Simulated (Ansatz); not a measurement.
## KI (Fm-3m), a vibration from a frozen displacement

Level of theory: DFT PBE, scalar-relativistic, plane waves, PAW (Ansatz 0.2.0). Settings: plane waves to 420 eV, k-mesh 6×6×6 (Γ-centred), Gaussian smearing 0.05 eV. Spin–orbit coupling is left out, which matters for the heavy elements here. No spin polarisation. Energies are free energies at this smearing, counted from the undisturbed cell; pressure is positive in compression.

The starting cell (as given, not relaxed at this level; it stands at 0.7 GPa):

```yaml
crystal:
  lattice:
    - [0.00000, 3.52455, 3.52455]
    - [3.52455, 0.00000, 3.52455]
    - [3.52455, 3.52455, 0.00000]
  atoms:
    - { symbol: K, position: [0.00000, 0.00000, 0.00000] }
    - { symbol: I, position: [0.50000, 0.50000, 0.50000] }
```

Every K atom is moved by x along the Cartesian unit vector (0.707, -0.707, 0.000); the cell and all other atoms stay fixed. The cell's volume is 87.57 Å³; the moved atoms weigh 39.098 u together and the others 126.904 u. Some rows repeat others by symmetry and weren't run.

```csv
x (Å),ΔE (meV/cell),total force on the moved atoms along the move (eV/Å),pressure (GPa)
-0.3000,51.64,0.3537,1.0496
-0.2625,39.29,0.3056,0.9628
-0.2250,28.70,0.2591,0.8877
-0.1875,19.83,0.2140,0.8242
-0.1500,12.64,0.1697,0.7724
-0.1125,7.09,0.1266,0.7322
-0.0750,3.14,0.0840,0.7035
-0.0375,0.78,0.0419,0.6863
0.0000,0.00,0.0000,0.6806
0.0375,0.78,-0.0419,0.6863
0.0750,3.14,-0.0840,0.7035
0.1125,7.09,-0.1266,0.7322
0.1500,12.64,-0.1697,0.7724
0.1875,19.83,-0.2140,0.8242
0.2250,28.70,-0.2591,0.8877
0.2625,39.29,-0.3056,0.9628
0.3000,51.64,-0.3537,1.0496
```

**Question.** What frequency belongs to this motion?

**Answer.** The force constant is k = −dF/dx = 1.116 eV/Å², from the parabola through x = -0.0375, 0 and 0.0375. In every cell the moved atoms swing against the rest, so the mass is μ = m₁m₂/(m₁ + m₂) = 29.890 u, and ν̃ = 521.5 cm⁻¹ × √(|k|/μ) = 101 cm⁻¹. To first order in x, and within 1 %, the force on every atom lies along the move and, within each of the two groups, in proportion to the atom's mass, so this is itself a mode at the zone centre of this cell, taken without macroscopic field (the transverse frequency in a polar insulator).

**Question.** How far does the harmonic law reach?

**Answer.** At x = -0.300 Å, kx²/2 = 50.23 meV against the computed 51.64 meV (+2.8 %): the well is still close to harmonic there.

**Question.** The pressure changes with x². What does that say about the frequency under compression?

**Answer.** With E = k(V)x²/2, k ∝ V^(−2γ) and x scaling with the cell as V^(1/3), P − P0 = −∂E/∂V = (2γ − 2/3) ΔE/V. At x = 0.0750 Å, V(P − P0) = 87.57 × 0.02294 / 160.2 eV = 12.54 meV and ΔE = 3.14 meV, so γ = 1/3 + V(P − P0)/(2ΔE) = 2.33. This is the Grüneisen parameter of the motion under uniform scaling of the cell: shrinking the cell evenly by 1 % in volume raises the frequency by about 2.33 %.